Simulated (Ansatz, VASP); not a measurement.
# One calculation of CrCuO2, two programs

```
Cu Cr O
1.0
     1.51586    0.87518    5.81179
    -1.51586    0.87518    5.81179
     0.00000   -1.75036    5.81179
Cu Cr O
1 1 2
Direct
  0.00000 0.00000 0.00000
  0.50000 0.50000 0.50000
  0.89208 0.89208 0.89208
  0.10792 0.10792 0.10792
```

Change from the starting cell: volume scaled by 1.06.

Alike in both runs: task single point; functional PBE; k mesh 10 × 10 × 10; occupations fermi-dirac, width 0.05 eV; collinear spin, ferromagnetic start.

|  | VASP | Ansatz |
| --- | --- | --- |
| version | VASP 6.6.1 | Ansatz 0.2.0 |
| potentials or method | VASP PAW PBE potentials, release 64 (Cu, Cr_pv, O) | Ansatz PAW |
| plane-wave cutoff (eV) | 520 | 420 |
| valence electrons in the cell | 35 | 45 |

VASP gave:

| Item | Value |
| --- | --- |
| gap on the k mesh at the Fermi level (eV) | 1.02 |
| least direct gap on the mesh (eV) | 1.21 |
| pressure (GPa) | -5.1 |
| largest component of the traceless stress (GPa) | 2.42 |
| rms of the force components (eV/Å) | 0.083 |
| net moment per atom (μB) | 0.75 |
| size of the moment on the site where the two differ most (μB) | 2.86 |

Problem. What did Ansatz give for the same quantities?

Solution. gap on the k mesh at the Fermi level (eV): 1.03; least direct gap on the mesh (eV): 1.21; pressure (GPa): -5.7; largest component of the traceless stress (GPa): 2.92; rms of the force components (eV/Å): 0.076; net moment per atom (μB): 0.75; size of the moment on the site where the two differ most (μB): 2.46.

Site moments also hang on the region over which each program counts them. Atom by atom the forces differ by 0.007 eV/Å (rms over components). The two sets of potentials don't hold the same shells in valence.

Caveats: only a ferromagnetic start was run, and an antiferromagnetic order may lie lower in energy; the pressure holds a Pulay correction of +0.6 GPa for the finite cutoff (Ansatz). A k mesh can miss the band edges.
